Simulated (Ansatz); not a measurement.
Co:

```
CELL_PARAMETERS angstrom
2.47056 0.00000 0.00000
-1.23528 2.13957 0.00000
0.00000 0.00000 8.08823
ATOMIC_POSITIONS crystal
Co 0.66667 0.33333 0.75000
Co 0.00000 0.00000 0.50000
Co 0.33333 0.66667 0.25000
Co 0.00000 0.00000 0.00000
```

A run of Ansatz 0.2.0 on this cell left the log below. Logs are shortened: lines on timing, memory, paths and dates and some standing lists are left out, and cuts for length are marked.

```text
Warning: the checks of this Co dataset prove no rule for summing its radial tables, as where they were carried onto another mesh than they were made on, and Gregory's rule is taken, under which a leading mesh point left out moves its sums only by what lay on the interval it spanned. That does not make them correct, and they differ from Quantum ESPRESSO's on this file; a re-export a fraction of a mesh step off can move them. hamiltonian.pseudopotentials.radial_quadrature: simpson_from_first_knot sums it by `pw.x`'s rule; on a PAW file no value gives `pw.x`'s numbers. What more to know: hamiltonian.pseudopotentials.radial_quadrature, in the input reference
Warning: the band count 44 (scf.n_extra_bands) hosts the net moment |M| = 8.0000 μB (N_el = 68) but caps the reachable moment at 2·n_bands − N_el = 20.0000 μB, below the 46 bands that the automatic rule leaves for it — a moment growing past the seed, or the majority channel's smearing tail, pins there with fewer empty majority states than that count leaves; raise or omit scf.n_extra_bands unless the cap is intended
Warning: RAYON_NUM_THREADS=2 ignored (pool sized by the plan → 2); use --threads N
scf.n_extra_bands = 10 over 34 filled bands (N_el = 68.0): the run solves 44 bands
Engine: ansatz 0.2.0, aarch64-unknown-linux-gnu
Pseudopotentials: kind: paw
Pseudopotential: Co, paw, valence charge 17, recommended cutoff 1320 eV (normal), Co.paw.azcp
Functional definition: PBE
  parameter kappa = 0.804
  parameter beta = 0.06672455060314922
  exchange = pbe_x(kappa = kappa, mu = beta*pi^2/3)
  correlation = pbe_c(beta = beta)
Crystal: 4 atoms, lattice volume = 42.754 Å³
Basis set: ecut = 1320 eV, 4697 PW (Γ), exchange–correlation on 60×60×192 points (8 copies of the dense FFT grid, shifted against one another)
Bands: 44, of which v1, the nominal top of the filled ones, is band 34 counted from 1 (33 counted from 0)
Symmetry: 24 space group operations
Space group: P63/mmc (ITA 194), of the structure as read, at distance tolerance 3.5e-5 Å
[... 41 lines left out ...]
  E_local      = -12456.011661  (includes V_loc(G=0)·N_el)
  E_nonlocal   = 3486.471927
  E_hartree    = 3714.418777
  E_xc         = -343.497605
  E_vxc        = -447.551864  (∫ρ·V_xc dr)
  E_paw        = -5272.786668  (= ΣΔE_a)
  E_vpaw       = -172.557337  (= ΣTr[D̂ρ^β])
  E_aug_tail   = -0.000096  (compensation charges beyond the density's cutoff)
  E_ewald      = -10912.861201
  E_smearing   = -0.033244  (= −TS)
  E_closure    = 0.000000  (closes the sum)
  Σ components = -20502.331472   (vs F -20502.331472, Δ=0.00e0)
--- Forces (eV/Å), atoms counted from 1 ---
  atom   1  Co     0.00000000     0.00000000     0.00000000
  atom   2  Co     0.00000000     0.00000000     0.00000000
  atom   3  Co    -0.00000000     0.00000000     0.00000000
  atom   4  Co    -0.00000000    -0.00000000    -0.00000000
  max |Σ_I F_I| component: 8.10e-18 eV/Å
--- Stress (GPa, compression-positive) ---
        6.270509       0.000000       0.000000
        0.000000       6.270509       0.000000
        0.000000       0.000000       2.365937
  P = ⅓ Tr σ = 4.9690 GPa (49.690 kbar)
--- Band table (eV; the first three rows and the last of 114) ---
  k-point 0 ↑: bands = ["-75.9775", "-75.9622", "-75.9238", "-75.9084", "-39.3837", "-39.2547", "-39.1698", "-39.0678", "-39.0678", "-39.0500", "-39.0500", "-39.0385", "-39.0374", "-39.0374", "-39.0195", "-39.0195", "11.0318", "13.2571", "13.2838", "14.8878", "17.1119", "17.1457", "17.3889", "17.3889", "17.4295", "17.4295", "17.4472", "17.6814", "17.6814", "17.7539", "17.7539", "18.3648", "18.3648", "18.6940", "18.6940", "19.0159", "19.0159", "19.4115", "19.4115", "19.8268", "26.4048", "34.9087", "34.9118", "41.9923"]
  k-point 1 ↑: bands = ["-75.9757", "-75.9651", "-75.9209", "-75.9102", "-39.3716", "-39.2889", "-39.1353", "-39.0661", "-39.0661", "-39.0546", "-39.0546", "-39.0509", "-39.0327", "-39.0327", "-39.0212", "-39.0212", "11.1890", "12.3747", "14.1265", "14.8483", "17.1660", "17.3834", "17.4048", "17.4159", "17.4159", "17.4572", "17.4572", "17.6394", "17.6394", "17.7051", "17.7051", "18.4219", "18.4219", "18.6464", "18.6464", "19.0902", "19.0902", "19.2394", "19.3636", "19.3636", "27.3042", "32.0134", "37.9419", "42.0830"]
  k-point 2 ↑: bands = ["-75.9709", "-75.9709", "-75.9150", "-75.9150", "-39.3374", "-39.3374", "-39.0860", "-39.0860", "-39.0613", "-39.0613", "-39.0613", "-39.0613", "-39.0260", "-39.0260", "-39.0260", "-39.0260", "11.6497", "11.6497", "14.6559", "14.6559", "17.2939", "17.2939", "17.4738", "17.4738", "17.4738", "17.4738", "17.6182", "17.6182", "17.6182", "17.6182", "18.1546", "18.1546", "18.5396", "18.5396", "18.5396", "18.5396", "19.2381", "19.2381", "19.2381", "19.2381", "29.3907", "29.3907", "40.9163", "40.9163"]
  k-point 56 ↓: bands = ["-73.7953", "-73.7953", "-73.7859", "-73.7859", "-37.2514", "-37.2514", "-37.2271", "-37.2271", "-37.1866", "-37.1866", "-37.1731", "-37.1731", "-37.0759", "-37.0759", "-37.0591", "-37.0591", "17.2881", "17.2881", "17.3919", "17.3919", "17.3997", "17.3997", "17.4919", "17.4919", "18.4944", "18.4944", "18.5875", "18.5875", "19.9388", "19.9388", "20.4845", "20.4845", "21.1956", "21.1956", "21.2949", "21.2949", "25.9377", "25.9377", "26.4712", "26.4712", "27.0939", "27.0939", "29.9200", "29.9200"]
```

**Question.** Write the input and the command behind it.

**Answer.** Band structure with PBE, collinear spin, ferromagnetic start. The files as run (others can give the same):

input.yaml
```yaml
crystal:
  lattice:
    - [2.4705617809, 0.0, 0.0]
    - [-1.2352808905, 2.1395692639, 0.0]
    - [0.0, 0.0, 8.0882338]
  atoms:
    - { symbol: Co, position: [0.6666666667, 0.3333333333, 0.75], spin: 2.0 }
    - { symbol: Co, position: [0.0, 0.0, 0.5], spin: 2.0 }
    - { symbol: Co, position: [0.3333333333, 0.6666666667, 0.25], spin: 2.0 }
    - { symbol: Co, position: [0.0, 0.0, 0.0], spin: 2.0 }
hamiltonian:
  xc: pbe
  pseudopotentials: { kind: paw, source: jth }
magnetization:
  spin_polarized: true
kpoints:
  mp_grid: { grid: [12, 12, 4] }
  band_path:
    path:
      - [[0.0, 0.0, 0.0], [0.5, 0.0, 0.0], [0.3333333333, 0.3333333333, 0.0], [0.0, 0.0, 0.0], [0.0, 0.0, 0.5], [0.5, 0.0, 0.5], [0.3333333333, 0.3333333333, 0.5], [0.0, 0.0, 0.5]]
      - [[0.5, 0.0, 0.5], [0.5, 0.0, 0.0]]
      - [[0.3333333333, 0.3333333333, 0.0], [0.3333333333, 0.3333333333, 0.5]]
    npoints: 14
scf:
  occupations: { method: fermi_dirac, width: 0.05 }
  n_extra_bands: 10
output:
  forces: true
  stress: true
  eigenvalues: true
  fatbands: false
  write_density: true
  write_potential: true
  elf: true
  volumetric_format: npy
```

Potentials or basis: JTH PAW.
Command:
```console
$ ansatz run input.yaml --threads 2 --pin off --max-ram 5120MiB --backend cpu --events-out ev --progress --plain --runs-dir out
```
